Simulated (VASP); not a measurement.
# Fe (Fmmm) in VASP: a series of runs

The runs below take Fe through single point, relaxation of cell and atoms, with PBEsol.

Everything below comes from runs of VASP 6.6.1. Logs are shortened: lines on timing, memory, paths and dates and some standing lists are left out, and cuts for length are marked.

### Step 1. The crystal as given

It takes space group Fmmm (No. 69, orthorhombic). The conventional cell has a = 2.997 Å, b = 3.883 Å, c = 3.930 Å, α = 90.00°, β = 90.00°, γ = 90.00°. Fe (site symmetry mmm) is surrounded by 12 Fe at 2.45 to 2.76 Å.

### Step 2. Single point, PBEsol, collinear spin, typed start

Contents of INCAR:

```
PREC = Accurate ; ENCUT = 520
EDIFF = 1E-6 ; ISMEAR = 0
SIGMA = 0.1 ; LREAL = F
LASPH = T ; NELM = 150
ALGO = Fast ; ISIF = 2
LWAVE = F ; LCHARG = F
ISPIN = 2 ; MAGMOM = 4
LORBIT = 11 ; LMAXMIX = 4
GGA = PS ; NBANDS = 14
```

Contents of KPOINTS:

```
regular mesh
0
Gamma
  8 8 8
```

Contents of POSCAR:

```
Fe
1.0
    0.0000000000      1.9417396906      1.9651051623
    1.4984397099      0.0000000000      1.9651051623
    1.4984397099      1.9417396906      0.0000000000
Fe
1
Direct
    0.0000000000      0.0000000000      0.0000000000
```

Potentials or basis: VASP PAW PBE potentials, release 64 (Fe).

The run is started by

```console
$ cat potpaw_PBE.64/Fe/POTCAR > POTCAR
$ mpirun -np 1 vasp_std > vasp.out
```

OUTCAR:

```text
PREC = Accurate
   ENCUT = 520
   EDIFF = 1E-6
   ISMEAR = 0
   LREAL = F
   LASPH = T
   NELM = 150
   ISIF = 2
   ISPIN = 2
   LORBIT = 11
   GGA = PS

 ion  position               nearest neighbor table
   1  0.000  0.000  0.000-

  LATTYP: Found a face centered orthorhombic cell.
 ALAT       =     2.9968794198
 B/A-ratio  =     1.2958410524
 C/A-ratio  =     1.3114342535

  Lattice vectors:

 A1 = (   0.0000000000,   1.9417396906,   1.9651051623)
 A2 = (   1.4984397099,   0.0000000000,   1.9651051623)
 A3 = (   1.4984397099,   1.9417396906,   0.0000000000)

Analysis of symmetry for initial positions (statically):
=====================================================================
 Subroutine PRICEL returns:
 Original cell was already a primitive cell.

 Routine SETGRP: Setting up the symmetry group for a
 face centered orthorhombic supercell.

 Subroutine GETGRP returns: Found  8 space group operations
 (whereof  8 operations were pure point group operations)
 out of a pool of  8 trial point group operations.

The static configuration has the point symmetry D_2h.

Analysis of symmetry for dynamics (positions and initial velocities):
=====================================================================
 Subroutine PRICEL returns:
 Original cell was already a primitive cell.

 Routine SETGRP: Setting up the symmetry group for a
 face centered orthorhombic supercell.

 Subroutine GETGRP returns: Found  8 space group operations
 (whereof  8 operations were pure point group operations)
 out of a pool of  8 trial point group operations.

The dynamic configuration has the point symmetry D_2h.

Analysis of structural, dynamic, and magnetic symmetry:
=====================================================================
 Subroutine PRICEL returns:
 Original cell was already a primitive cell.

 Routine SETGRP: Setting up the symmetry group for a
 face centered orthorhombic supercell.

 Subroutine GETGRP returns: Found  8 space group operations
 (whereof  8 operations were pure point group operations)
 out of a pool of  8 trial point group operations.

The overall configuration has the point symmetry D_2h.

 Subroutine INISYM returns: Found  8 space group operations
 (whereof  8 operations are pure point group operations),
 and found     1 'primitive' translations

----------------------------------------------------------------------------------------

                                     Primitive cell

  volume of cell :      11.4353

  direct lattice vectors                    reciprocal lattice vectors
     0.000000000  1.941739691  1.965105162    -0.333680426  0.257501045  0.254439309
     1.498439710  0.000000000  1.965105162     0.333680426 -0.257501045  0.254439309
     1.498439710  1.941739691  0.000000000     0.333680426  0.257501045 -0.254439309

  length of vectors
     2.762605894  2.471226388  2.452687218     0.492329947  0.492329947  0.492329947

  position of ions in fractional coordinates (direct lattice)
     0.000000000  0.000000000  0.000000000

  ion indices of the primitive-cell ions
   primitive index   ion index
                 1           1

----------------------------------------------------------------------------------------

 KPOINTS: regular mesh

Automatic generation of k-mesh.
 Grid dimensions read from file:
 generate k-points for:    8    8    8

 Generating k-lattice:

  Cartesian coordinates                     Fractional coordinates (reciprocal lattice)
    -0.041710053  0.032187631  0.031804914     0.125000000  0.000000000  0.000000000
     0.041710053 -0.032187631  0.031804914     0.000000000  0.125000000 -0.000000000
     0.041710053  0.032187631 -0.031804914     0.000000000 -0.000000000  0.125000000

  Length of vectors
     0.061541243  0.061541243  0.061541243

  Shift w.r.t. Gamma in fractional coordinates (k-lattice)
     0.000000000  0.000000000  0.000000000

 Subroutine IBZKPT returns following result:
 ===========================================

 Found     95 irreducible k-points:

 Following reciprocal coordinates:
            Coordinates               Weight
  0.000000  0.000000  0.000000      1.000000
  0.125000 -0.000000 -0.000000      8.000000
  0.250000 -0.000000 -0.000000      8.000000
  0.375000 -0.000000 -0.000000      8.000000
  0.500000 -0.000000 -0.000000      4.000000
  0.125000  0.125000  0.000000      2.000000
[... 16 lines left out ...]
  0.250000 -0.000000  0.125000      8.000000
  0.375000 -0.000000  0.125000      8.000000
 [... further k-points ...]
   k-points           NKPTS =     95   k-points in BZ     NKDIM =     95   number of bands    NBANDS=     14
   number of dos      NEDOS =    301   number of ions     NIONS =      1
   total plane-waves  NPLWV =   7776
   dimension x,y,z NGX =    24 NGY =   18 NGZ =   18
   dimension x,y,z NGXF=    48 NGYF=   36 NGZF=   36
   ions per type =               1
   NGX,Y,Z   is equivalent  to a cutoff of  14.44, 12.11, 12.20 a.u.
   NGXF,Y,Z  is equivalent  to a cutoff of  28.89, 24.22, 24.40 a.u.
 SYSTEM =  unknown system
   PREC   = accura    normal or accurate (medium, high low for compatibility)
   ISTART =      0    job   : 0-new  1-cont  2-samecut
   ICHARG =      2    charge: 1-file 2-atom 10-const
   ISPIN  =      2    spin polarized calculation?
   LNONCOLLINEAR =      F non collinear calculations
   LSORBIT =      F    spin-orbit coupling
   LASPH  =      T    aspherical Exc in radial PAW
   ENCUT  =  520.0 eV  38.22 Ry    6.18 a.u.   5.14  4.59  4.56*2*pi/ulx,y,z
   NELM   =    150;   NELMIN=  2; NELMDL= -5     # of ELM steps
   EDIFF  = 0.1E-05   stopping-criterion for ELM
   LREAL  =      F    real-space projection
   EDIFFG = 0.1E-04   stopping-criterion for IOM
   NSW    =      0    number of steps for IOM
   IBRION =     -1    ionic relax: 0-MD 1-quasi-New 2-CG
   NFREE  =      0    steps in history (QN), initial steepest desc. (CG)
   ISIF   =      2    stress and relaxation
   ISYM   =      2    0-nonsym 1-usesym 2-fastsym
   POTIM  = 0.5000    time-step for ionic-motion
   TEBEG  =    0.0;   TEEND  =   0.0 temperature during run
   PSTRESS=    0.0 pullay stress
   NELECT =       8.0000    total number of electrons
   NUPDOWN=      -1.0000    fix difference up-down
   EMIN   =  10.00;   EMAX   =-10.00  energy-range for DOS
   EFERMI =   0.00;   METHOD = LEGACY
   ISMEAR =     0;   SIGMA  =   0.10  broadening in eV -4-tet -1-fermi 0-gaus
   EFERMI_NEDOS =   21; number of points for ismear=-14 and -15
   IALGO  =     68    algorithm
   IMIX   =      4    mixing-type and parameters
     AMIX     =   0.40;   BMIX     =  1.00
     AMIX_MAG =   1.60;   BMIX_MAG =  1.00
  volume/ion in A,a.u.               =      11.44        77.17
  Fermi-wavevector in a.u.,A,eV,Ry     =   1.453303  2.746344 28.736719  2.112089
  Thomas-Fermi vector in A             =   2.570585
   LORBIT       =     11    0 simple, 1 ext, 2 COOP (PROOUT), +10 PAW based schemes
   GGA     = PS    functional components
   LHFCALC =     F    Hartree Fock is set to
   AEXX    =    0.0000 exact exchange contribution
   IVDW    =     0    specifies the selected vdW correction
   LEPSILON=     F    determine dielectric tensor
   LRPA    =     F    only Hartree local field effects (RPA)
 spin polarized calculation
 RMM-DIIS sequential band-by-band and
 Gauss-broadening in eV      SIGMA  =   0.10
  energy-cutoff  :      520.00
  volume of cell :       11.44
 maximum number of plane-waves:       337
 NGX is ok and might be reduce to    24
   NGX = 11   NGY =  9   NGZ =  9

 number of electron       8.0000000 magnetization       2.2747179

 Free energy of the ion-electron system (eV)
  ---------------------------------------------------
  ext. energy  EPLUGINS =         0.00000000
  ---------------------------------------------------
  free energy    TOTEN  =        -8.87027038 eV

  energy without entropy =       -8.86355668  energy(sigma->0) =       -8.86691353

 E-fermi :   5.6086     XC(G=0): -13.2363

 val. band max:        5.6063902928   @ k =   0.1250   0.1250   0.0000
 cond. band min:       5.6172954806   @ k =  -0.2500   0.1250   0.0000
 fundamental gap:      0.0109051879
 Fermi energy:         5.6085512784

 spin component 1

 k-point     1 :       0.0000    0.0000    0.0000
  band No.  band energies     occupation
      1      -2.8812      1.00000
      2       3.1313      1.00000
      3       3.2235      1.00000
      4       3.5471      1.00000
      5       4.3122      1.00000
      6       4.7113      1.00000
      7      29.3963      0.00000
      8      30.8633      0.00000
      9      31.1224      0.00000
     10      35.0720      0.00000
     11      36.1308      0.00000
     12      36.3737      0.00000
     13      36.8711      0.00000
     14      36.9588      0.00000
[... 375 lines left out ...]
 k-point    24 :       0.3750   -0.0000    0.1250
  band No.  band energies     occupation
      1       0.5612      1.00000
      2       2.6557      1.00000
      3       2.9103      1.00000
      4       4.2032      1.00000
      5       4.8961      1.00000
      6       5.5759      0.67799
      7      18.0684      0.00000
      8      23.5554      0.00000
      9      26.6186      0.00000
     10      30.9024      0.00000
     11      34.1687      0.00000
     12      37.0230      0.00000
     13      42.4496      0.00000
     14      43.8153      0.00000

 [... further k-points ...]

 spin component 2

 k-point     1 :       0.0000    0.0000    0.0000
  band No.  band energies     occupation
      1      -2.6197      1.00000
      2       5.0841      1.00000
      3       5.2322      1.00000
      4       5.7203      0.05705
      5       6.8881      0.00000
      6       7.4887      0.00000
      7      29.2619      0.00000
      8      30.7956      0.00000
      9      31.0861      0.00000
     10      35.4885      0.00000
     11      36.2636      0.00000
     12      37.3764      0.00000
     13      37.6344      0.00000
     14      37.7156      0.00000
[... 375 lines left out ...]
 k-point    24 :       0.3750   -0.0000    0.1250
  band No.  band energies     occupation
      1       1.1635      1.00000
      2       4.5156      1.00000
      3       4.6047      1.00000
      4       6.6811      0.00000
      5       7.5489      0.00000
      6       7.7031      0.00000
      7      18.9619      0.00000
      8      24.0583      0.00000
      9      27.2864      0.00000
     10      31.1917      0.00000
     11      34.6953      0.00000
     12      37.5850      0.00000
     13      42.8266      0.00000
     14      44.3067      0.00000

 [... further k-points ...]

------------------------ aborting loop because EDIFF is reached ----------------------------------------

  FORCE on cell =-STRESS in cart. coord.  units (eV):
  Direction    XX          YY          ZZ          XY          YZ          ZX
  --------------------------------------------------------------------------------------
  -------------------------------------------------------------------------------------
  Total       -0.9525331     -0.3581642     -0.4726307      0.0000000      0.0000000      0.0000000
  in kB     -133.4579884    -50.1818566    -66.2195767      0.0000000      0.0000000      0.0000000
  external PRESSURE =     -83.2864739 kB  Pullay stress =       0.0000000 kB

 VOLUME and BASIS-vectors are now :
 -----------------------------------------------------------------------------
  energy-cutoff  :      520.00
  volume of cell :       11.44
      direct lattice vectors                 reciprocal lattice vectors
     0.000000000  1.941739691  1.965105162    -0.333680426  0.257501045  0.254439309
     1.498439710  0.000000000  1.965105162     0.333680426 -0.257501045  0.254439309
     1.498439710  1.941739691  0.000000000     0.333680426  0.257501045 -0.254439309

 POSITION                                       TOTAL-FORCE (eV/Angst)
 -----------------------------------------------------------------------------------
      0.00000      0.00000      0.00000        -0.000000      0.000000      0.000000
 -----------------------------------------------------------------------------------
    total drift:                                0.000000      0.000000      0.000000

  FREE ENERGIE OF THE ION-ELECTRON SYSTEM (eV)
  ---------------------------------------------------
  free  energy   TOTEN  =        -8.8702703818 eV

  energy  without entropy=       -8.8635566818  energy(sigma->0) =       -8.86691353

 total charge

# of ion       s       p       d       tot
------------------------------------------
    1        0.487   0.540   6.232   7.260

 magnetization (x)

# of ion       s       p       d       tot
------------------------------------------
    1       -0.014  -0.054   2.335   2.266
```

Wall time 23 s (1 thread of Intel Xeon Platinum 8488C (Sapphire Rapids), shared host); peak memory 0.14 GiB.

Results:

```
Free energy                                           : -8.8703 eV
Pressure                                              : -8.3 GPa
Band gap on the k mesh                                : none (metal or under the smearing width)
Net moment                                            : 2.27 μB per cell
Site moments                                          : Fe +2.27 μB
Valence electrons inside the program's atomic spheres : Fe 7.26
```

Stress tensor (GPa, compression positive):
```
-13.35   0.00   0.00
  0.00  -5.02   0.00
  0.00   0.00  -6.62
```

Caveat: the k mesh is coarse (spacing up to 0.39 Å⁻¹), so the values aren't converged; the PAW data sets were made with another functional, which shifts forces and pressure a little.

[end of part 1 of 2]
